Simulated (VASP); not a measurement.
From VASP inputs to Ansatz: InP (strained zincblende)

INCAR

```
NSW = 0
NBANDS = 16
ISIF = 2
EDIFF = 1E-7
SIGMA = 0.02
ENCUT = 520
PREC = Accurate
ALGO = Normal
LCHARG = .FALSE.
LWAVE = .FALSE.
NELM = 120
ISMEAR = -1
LREAL = .FALSE.
METAGGA = R2SCAN
IBRION = -1
LASPH = .TRUE.
```

KPOINTS

```
KPOINTS created by Atomic Simulation Environment
0
Gamma
8 8 8
0 0 0
```

KPOINTS_OPT

```
special points
6
Reciprocal
0.0000000000 0.0000000000 0.0000000000 1
-0.5000000000 -0.5000000000 0.0000000000 1
-0.3750000000 -0.3750000000 0.2500000000 1
-0.3750000000 0.0000000000 0.3750000000 1
0.0000000000 0.0000000000 0.5000000000 1
-0.5000000000 -0.2500000000 0.2500000000 1
```

POSCAR

```
In P
 1.0000000000000000
     0.0000000000000000    3.1088614890000001    3.1088614890000001
     3.1088614890000001    0.0000000000000000    3.1088614890000001
     3.1088614890000001    3.1088614890000001    0.0000000000000000
 In  P
   1   1
Cartesian
  0.0000000000000000  0.0000000000000000  0.0000000000000000
  1.5544307445000001  1.5544307445000001  1.5544307445000001
```

VASP ran with the recommended PBE PAW datasets (18 valence electrons in the cell).

Question: Write an Ansatz input for this cell and level of theory.

Answer: 

```yaml
crystal:
  lattice:
    - [0.0, 3.108861489, 3.108861489]
    - [3.108861489, 0.0, 3.108861489]
    - [3.108861489, 3.108861489, 0.0]
  atoms:
    - { symbol: In, position: [0.0, 0.0, 0.0] }
    - { symbol: P, position: [0.25, 0.25, 0.25] }
kpoints:
  mp_grid: { grid: [8, 8, 8] }
  band_path:
    path:
      - [0.0, 0.0, 0.0]
      - [-0.5, -0.5, 0.0]
      - [-0.375, -0.375, 0.25]
      - [-0.375, 0.0, 0.375]
      - [0.0, 0.0, 0.5]
      - [-0.5, -0.25, 0.25]
    npoints: 1
hamiltonian:
  xc: r2scan
scf:
  occupations: { method: fermi_dirac, width: 0.02 }
  n_extra_bands: 4
output:
  forces: true
  stress: true
  eigenvalues: true
```

Other inputs would serve too.

```
                               VASP    Ansatz
gap between bands v and c   0.14 eV   0.14 eV
         least direct gap   0.14 eV   0.14 eV
                 pressure  -7.4 GPa  -7.4 GPa
```

The two codes use different PAW datasets and cutoffs. VASP's cell holds 18 valence electrons and Ansatz's 18. Ansatz's stress includes a Pulay correction; VASP's doesn't.
